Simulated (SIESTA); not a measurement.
# Pd under changes of volume

One of the cells (15.531 Å³/atom); the others are scaled copies at fixed shape and fractional positions:

```
Pd
1.0
     2.78367    0.00000    0.00000
    -1.39183    2.41072    0.00000
     0.00000    0.00000    4.62889
Pd
2
Cartesian
  0.0000 1.6071 1.1572
  1.3918 0.8036 3.4717
```

This isn't the form of Pd at room conditions, which is fcc.

| Item | Value |
| --- | --- |
| Program | SIESTA 5.4.2 |
| Functional | LDA |
| Potentials or basis | PseudoDojo 0.4 standard (LDA files) |
| Basis | DZP (energy shift 0.003 Ry; two zetas on semicore shells) |
| Grid cutoff | 800 Ry |
| Energy shift | 0.003 Ry |
| k mesh | 11 × 11 × 6 |
| Occupations | fermi-dirac, width 0.05 eV |
| Spin | no spin polarisation |

```tsv
volume (Å³/atom)	energy over the lowest point (meV/atom)	pressure (GPa)
14.600	0.00	-4.8
14.910	13.28	-8.5
15.221	33.13	-11.6
15.531	?	?
15.842	88.94	-16.6
16.153	123.33	-18.6
16.463	161.27	-20.3
```

What does the run at 15.531 Å³/atom give?

Energy over the lowest point 58.63 meV/atom; pressure -14.3 GPa.

Worked out: A Birch-Murnaghan fit of order 3 (a polynomial in V^(-2/3)) to the other rows has its minimum at 14.24 Å³/atom, just outside them, with B0 = V·E''(V) = 213 GPa and B' = 5.7 at fixed shape and positions, which overstates the stiffness. It gives 58.56 meV/atom at 15.531 Å³/atom, against the run's 58.63, and -dE/dV = -14.4 GPa, against -14.3.

Energies are extrapolated to zero smearing.

Caveats: the basis of atomic orbitals isn't converged, which shifts pressures, moduli and gaps.
